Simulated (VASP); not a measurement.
**LiH (rocksalt), PBEsol single-point calculation: VASP's output and Ansatz's**

POSCAR

```
Li H
 1.0000000000000000
     0.0000000000000000    2.0029948450999999    2.0029948450999999
     2.0029948450999999    0.0000000000000000    2.0029948450999999
     2.0029948450999999    2.0029948450999999    0.0000000000000000
 Li  H
   1   1
Cartesian
  0.0000000000000000  0.0000000000000000  0.0000000000000000
  2.0029948450999999  2.0029948450999999  2.0029948450999999
```

VASP ran with the recommended PBE PAW datasets (4 valence electrons in the cell).

From OUTCAR

```
k-points           NKPTS =     47   k-points in BZ     NKDIM =     47   number of bands    NBANDS=      9

   NELECT =       4.0000    total number of electrons

   dimension x,y,z NGX =    24 NGY =   24 NGZ =   24
   dimension x,y,z NGXF=    48 NGYF=   48 NGZF=   48

  energy-cutoff  :      520.00
  volume of cell :       16.07
      direct lattice vectors                 reciprocal lattice vectors
     0.000000000  2.002994845  2.002994845    -0.249626204  0.249626204  0.249626204
     2.002994845  0.000000000  2.002994845     0.249626204 -0.249626204  0.249626204
     2.002994845  2.002994845  0.000000000     0.249626204  0.249626204 -0.249626204

 k-points in reciprocal lattice and weights: KPOINTS created by Atomic Simulation Env
   0.00000000  0.00000000  0.00000000       0.001
   0.10000000  0.00000000  0.00000000       0.008
   0.20000000  0.00000000  0.00000000       0.008
   0.30000000  0.00000000  0.00000000       0.008
   0.40000000  0.00000000  0.00000000       0.008
   0.50000000  0.00000000  0.00000000       0.004
   0.10000000  0.10000000  0.00000000       0.006
   0.20000000  0.10000000  0.00000000       0.024
   ...

 E-fermi :   0.2936

 k-point     1 :       0.0000    0.0000    0.0000
  band No.  band energies     occupation
      1     -43.5346      2.00000
      2      -5.3845      2.00000
      3      16.2955      0.00000
      4      17.9140      0.00000
      5      17.9140      0.00000
      6      17.9140      0.00000
      7      22.5297      0.00000
      8      22.5297      0.00000
      9      22.5297      0.00000

 k-point     2 :       0.1000    0.0000    0.0000
  band No.  band energies     occupation
      1     -43.5301      2.00000
      2      -5.2068      2.00000
      3      14.7247      0.00000
      4      16.9615      0.00000
      5      17.5140      0.00000
      6      17.5140      0.00000
      7      21.9600      0.00000
      8      23.3787      0.00000
      9      23.3788      0.00000

 k-point     3 :       0.2000    0.0000    0.0000
  band No.  band energies     occupation
      1     -43.5175      2.00000
      2      -4.6865      2.00000
      3      11.3903      0.00000
      4      15.7173      0.00000
      5      16.8738      0.00000
      6      16.8738      0.00000
      7      22.8211      0.00000
      8      23.2245      0.00000
      9      23.2245      0.00000

 k-point     4 :       0.3000    0.0000    0.0000
  band No.  band energies     occupation
      1     -43.5020      2.00000
      2      -3.8829      2.00000
      3       8.2093      0.00000
      4      14.6709      0.00000
      5      16.4853      0.00000
      6      16.4853      0.00000
      7      21.1659      0.00000
      8      21.1659      0.00000
      9      24.3896      0.00000

 k-point     5 :       0.4000    0.0000    0.0000
  band No.  band energies     occupation
      1     -43.4893      2.00000
      2      -2.9935      2.00000
      3       5.8276      0.00000
      4      13.9852      0.00000
      5      16.4221      0.00000
      6      16.4221      0.00000
      7      19.6675      0.00000
      8      19.6675      0.00000
      9      26.2443      0.00000

 k-point     6 :       0.5000    0.0000    0.0000
  band No.  band energies     occupation
      1     -43.4847      2.00000
      2      -2.5443      2.00000
      3       4.8720      0.00000
      4      13.7480      0.00000
      5      16.4803      0.00000
      6      16.4803      0.00000
      7      19.0815      0.00000
      8      19.0815      0.00000
      9      27.3265      0.00000

 k-point     7 :       0.1000    0.1000    0.0000
  band No.  band energies     occupation
      1     -43.5285      2.00000
      2      -5.1448      2.00000
      3      14.9799      0.00000
      4      16.2530      0.00000
      5      16.2530      0.00000
      6      18.6998      0.00000
      7      19.8129      0.00000
      8      24.8072      0.00000
      9      24.8101      0.00000

 k-point     8 :       0.2000    0.1000    0.0000
  band No.  band energies     occupation
      1     -43.5187      2.00000
      2      -4.7299      2.00000
      3      12.5106      0.00000
      4      14.9535      0.00000
      5      15.2396      0.00000
      6      18.4109      0.00000
      7      20.0993      0.00000
      8      23.6149      0.00000
      9      26.0805      0.00000

 k-point     9 :       0.3000    0.1000    0.0000
  band No.  band energies     occupation
      1     -43.5042      2.00000
      2      -3.9988      2.00000
      3       9.2478      0.00000
      4      13.7372      0.00000
      5      14.6678      0.00000
      6      17.6057      0.00000
      7      21.6629      0.00000
      8      22.6183      0.00000
      9      24.2516      0.00000

 ...

  Total       -0.0875121     -0.0875121     -0.0875121     -0.0000000      0.0000000     -0.0000000
  in kB       -8.7238734     -8.7238734     -8.7238734     -0.0000000      0.0000000     -0.0000000
  external PRESSURE =      -8.7238734 kB  Pullay stress =       0.0000000 kB

 POSITION                                       TOTAL-FORCE (eV/Angst)
 -----------------------------------------------------------------------------------
      0.00000      0.00000      0.00000         0.000000     -0.000000     -0.000000
      2.00299      2.00299      2.00299        -0.000000      0.000000      0.000000
 -----------------------------------------------------------------------------------
    total drift:                                0.000000     -0.000000     -0.000000

  FREE ENERGIE OF THE ION-ELECTRON SYSTEM (eV)
  ---------------------------------------------------
  free  energy   TOTEN  =        -6.1199733757 eV

  energy  without entropy=       -6.1199733757  energy(sigma->0) =       -6.11997338
```

Each program uses its own PAW datasets. VASP's cell holds 4 valence electrons and Ansatz's 4. Ansatz's stress includes a Pulay correction; VASP's doesn't.

Task: What does Ansatz give for the same cell and level of theory?

Result: gap between bands v and c 2.75 eV; least direct gap 2.75 eV; pressure -0.7 GPa.

Ansatz printed

```
SCF 1 converged in 6 iterations: F = -219.502466 eV  dr2 = 8.97e-11
  greatest PAW one-centre occupation: 1.000 electrons in one spin orbital (limit 2), on the Li atom at site 0 (counted from 0), in its partial waves of l = 0
NSCF: frozen V_eff on 6 k-points
SCF converged after 6 iterations
Free energy (F): -219.502466 eV
Harris-Foulkes:  -219.502466 eV  (|F-HF|=4.35e-11)
Internal energy: -219.502466 eV  (E = F + TS)
E sigma→0 (E₀):  -219.502466 eV
Fermi energy:    0.809118 eV
--- Per-component energies (eV) ---
  E_band       = -88.935245
  E_kinetic    = 35.613753
  E_local      = -123.965397  (includes V_loc(G=0)·N_el)
  E_nonlocal   = -31.736083
  E_hartree    = 34.591416
  E_xc         = -19.778922
  E_vxc        = -25.726073  (∫ρ·V_xc dr)
  E_paw        = -20.072791  (= ΣΔE_a)
  E_vpaw       = -12.303172  (= ΣTr[D̂ρ^β])
  E_aug_tail   = -0.001118  (compensation charges beyond the density's cutoff)
  E_ewald      = -94.153324
  E_smearing   = -0.000000  (= −TS)
  E_closure    = 0.000000  (closes the sum)
  Σ components = -219.502466   (vs F -219.502466, Δ=0.00e0)
--- Forces (eV/Å), atoms counted from 1 ---
  atom   1  Li    -0.00000000     0.00000000     0.00000000
  atom   2  H      0.00000000    -0.00000000    -0.00000000
  max |Σ_I F_I| component: 1.29e-30 eV/Å
--- Stress (GPa, compression-positive) ---
       -0.703423       0.000000       0.000000
       -0.000000      -0.703423      -0.000000
        0.000000       0.000000      -0.703423
  P = ⅓ Tr σ = -0.7034 GPa (-7.034 kbar)
--- Band table (eV; the first three rows and the last of 47) ---
  k-point 0: bands = ["-42.9082", "-4.7464", "16.9290", "18.5905", "18.5905", "18.5905"]
  k-point 1: bands = ["-42.9034", "-4.5688", "15.3645", "17.6176", "18.1846", "18.1846"]
  k-point 2: bands = ["-42.8909", "-4.0486", "12.0255", "16.3665", "17.5387", "17.5387"]
  k-point 46: bands = ["-42.8429", "0.5920", "5.0248", "6.8459", "12.3319", "18.3178"]
```
